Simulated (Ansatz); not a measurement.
Calculated electric field gradients for Ti3O5

The cell is a Materials Project structure (computed, not necessarily an observed phase).

```xyz
16
Lattice="5.0947 -2.5231 0.0000 5.0947 2.5231 0.0000 -2.7347 0.0000 6.6615" Properties=species:S:1:pos:R:3 pbc="T T T"
Ti    6.7392    0.0455    5.1896
Ti    8.1066   -0.0455    1.8589
Ti   -0.6550    0.0706    4.7817
Ti    0.7123   -0.0706    1.4509
Ti    3.7302   -0.0122    3.3584
Ti    5.0975    0.0122    0.0276
O     0.8546    0.8100    5.6292
O     4.4027    0.9569    1.6711
O     4.7077   -1.7289    2.9352
O     3.3403    1.7289    6.2660
O     6.5953   -0.8055    1.0314
O     2.7613    1.7266    3.7156
O     3.0353   -0.9569    5.0018
O     5.2279    0.8055    4.3621
O     4.1286   -1.7266    0.3848
O     2.2220   -0.8100    2.2984
```

Atoms are numbered from 1 in the order listed; like atoms form one site, named after its first atom.

Method: Kohn–Sham DFT in Ansatz, r2SCAN, plane waves and PAW (field gradients read without the response of the frozen cores, which leaves them typically 4 to 6 % off), scalar-relativistic, 500 eV cutoff, Γ-centred 8×8×5 k-points, Fermi–Dirac smearing 0.05 eV.

C_Q = eQV_zz/h, which is 24.18 MHz for Q = 1 b and V_zz = 10²¹ V/m²; η = (V_xx − V_yy)/V_zz. Directions are in the Cartesian axes of the cell vectors above, for the atom listed; none is given where the gradient is under 0.02 or η is above 0.95.

| site | first atom | first shell | V_zz (10²¹ V/m²) | η | direction of V_zz (x, y, z) |
| --- | --- | --- | --- | --- | --- |
| Ti1 | 1 | 6 O at 1.88–2.18 Å | -2.48 | 0.87 | 0.92 -0.31 -0.25 |
| Ti3 | 3 | 6 O at 1.88–2.17 Å | -2.29 | 0.66 | 0.87 0.35 -0.34 |
| Ti5 | 5 | 6 O at 1.98–2.06 Å | 1.76 | 0.94 | 0.86 0.44 -0.25 |
| O7 | 7 | 3 Ti at 1.88–2.01 Å | -1.79 | 0.33 | -0.56 0.35 0.75 |
| O8 | 8 | 4 Ti at 2.02–2.07 Å | -2.91 | 0.16 | 0.70 0.02 0.71 |
| O9 | 9 | 4 Ti at 2.00–2.18 Å | 1.90 | 0.73 | -0.33 0.51 0.79 |
| O11 | 11 | 3 Ti at 1.88–2.00 Å | -1.85 | 0.37 | -0.55 0.36 0.75 |
| O12 | 12 | 4 Ti at 2.02–2.17 Å | 1.89 | 0.57 | -0.32 0.50 0.81 |

At O7 and O11 V_zz stands upright on the plane through its three neighbours (within 6°) in each case.

The largest force is 0.3 eV/Å, so the atoms aren't at the calculated equilibrium and relaxing them would move these values. With no gap above 0.1 eV, as in a metal, the gradients converge slowly in k; expect changes of a tenth or more on a denser mesh. Semilocal functionals can leave a metal where correlation in the d or f shell opens a gap in the real compound, and that would change the values at and beside Ti. Where η is near 1 the sign of V_zz means little.

The run took 1.7 min of wall time (100 s of CPU time) and 1.6 GiB at its peak, on 1 thread of AMD EPYC 9R45 (Zen 5) (x86_64; 16 cores open to the job, memory cap 3.0 GiB, no GPU), a shared host with a load of 0.1 a core.
